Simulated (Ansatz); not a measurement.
# Polymorphs of B3N2

Computed with DFT PBE, scalar-relativistic, plane waves, PAW in Ansatz 0.2.0. Settings: cutoff 420 eV, Γ-centred meshes spaced at most about 0.3 Å⁻¹, and about 0.25 Å⁻¹ or finer for metals (2π included), Gaussian smearing. No spin polarisation.

Formation energies are uncorrected and refer to the elements' standard structures at the same level (N₂ as a molecule).

Temperature and zero-point effects are left out. Larger cells and other orderings weren't all tried, so the list isn't exhaustive. No dispersion correction is applied, so the spacing and binding between layers, chains or molecules are poorly described (P-3m1, P4/mmm), and this can change margins and order among such cells. In P-3m1, P4/mmm, R-3m, Fmm2, Pm-3m an odd number of electrons in the primitive cell allows no gap without spin; a larger cell or a magnetic state could open one.

Invented guesses were relaxed alike, and ends that match in structure were merged. ΔE counts from the first row. Coordination counts N atoms around B (those within 1.25 times the shortest such distance or 1.15 times the sum of covalent radii; a plus sign parts nearer from farther groups; the shortest distance is added where it is long for a bond; a slash parts the counts of unlike sites). The ends were matched against large subsets of the Crystallography Open Database and the Materials Project, so a missing match doesn't prove that a structure is unreported.

| # | reached from | type and space group | atoms | Å³/atom | coordination | ΔE (meV/atom) | gap on mesh (eV) | in databases |
| --- | --- | --- | --- | --- | --- | --- | --- | --- |
| 1 | Ga3Ni2 type (P-3m1) | P-3m1 (No. 164) | 5 | 13.2 | B 3/6+6 from 4.4 Å | 0 | 0.00 | no match |
| 2 | Th3Ga2 type (P4/mbm), changed on relaxing | P4/mmm (No. 123) | 5 | 15.8 | B 2/4 from 2.7 Å | 929 | 0.00 | no match |
| 3 | anti-tetradymite type (R-3m) | anti-tetradymite, R-3m (No. 166) | 5 | 5.7 | B 3/6 | 1040 | 0.00 | no match |
| 4 | random cell with space group Fmm2 | Fmm2 (No. 42) | 5 | 9.5 | B 2/2+4 from 2.5 Å | 1728 | 0.00 | no match |
| 5 | random cell | Pm-3m (No. 221) | 5 | 7.5 | B 2 | 2749 | 0.00 | no match |

The lowest: Space group P-3m1 (No. 164), trigonal, a = 2.473 Å, c = 12.492 Å. B on a site of symmetry -3m is surrounded by 6 B at 2.47 Å (long contacts); B on a site of symmetry 3m is surrounded by 3 N at 1.43 Å; N is surrounded by 3 B at 1.43 Å. Its energy over the elements is −0.30 eV/atom. A negative formation energy is needed for stability but isn't enough: competing phases decide. An observed structure of this formula, if there is one, may be missing.

```
B N
1.0
     2.47313    0.00000    0.00000
    -1.23657    2.14179    0.00000
     0.00000    0.00000   12.49157
B N
3 2
Direct
  0.00000 0.00000 0.00000
  0.33333 0.66667 0.66761
  0.66667 0.33333 0.33239
  0.33333 0.66667 0.33243
  0.66667 0.33333 0.66757
```

The second: Space group P4/mmm (No. 123), tetragonal, a = 5.494 Å, c = 2.625 Å. Around B on a site of symmetry 4/mmm lie 2 B at 2.62 Å, 4 N at 2.75 Å and 8 B at 3.04 Å (long contacts); around B on a site of symmetry mmm lie 2 N at 1.31 Å, 2 B at 2.62 Å and 4 B at 3.04 Å; N has 2 B at 1.31 Å, 2 N at 2.62 Å and 2 B at 2.75 Å. Counting N atoms around B, the first has B 3/6+6 from 4.4 Å and the second has B 2/4 from 2.7 Å. Cells relaxed within their symmetry can be saddle points.

Space group P4/mmm (No. 123). a = 5.494 Å, b = 5.494 Å, c = 2.625 Å, α = 90.00°, β = 90.00°, γ = 90.00°
| atom | site | symmetry | x | y | z |
| --- | --- | --- | --- | --- | --- |
| B | 1a | 4/mmm | 0.0000 | 0.0000 | 0.0000 |
| B | 2e | mmm. | 0.5000 | 0.0000 | 0.5000 |
| N | 2f | mmm. | 0.5000 | 0.0000 | 0.0000 |

Some structure types and database cells were kept out of the candidates from the start, so a known form may be missing.

The lowest cell is best read as flat hexagonal BN sheets separated by triangular layers of surplus boron, not as a compound with a bonding pattern of its own. Its lead fits the strong, polar sp² σ bonds of the sheets, supplemented by N-to-B π donation. The surplus boron has no nitrogen neighbours within bonding range and only stretched B–B contacts of 2.47 Å. Its partly filled states probably account for the metallic character, since BN sheets alone are wide-gap. The sheets' B–N bonds are slightly shorter than in bulk hexagonal BN, which suggests that the boron layer pulls the shared lattice inwards.

Threefold boron alone doesn't secure a low energy: the anti-tetradymite cell has it too, but also places small, electron-poor boron among six nitrogens, and lies 1040 meV/atom higher. The negative formation energy largely reflects the strength of B–N bonding, and separation into hexagonal BN and elemental boron, whose B–B bonding is far better, is probably strongly favoured.
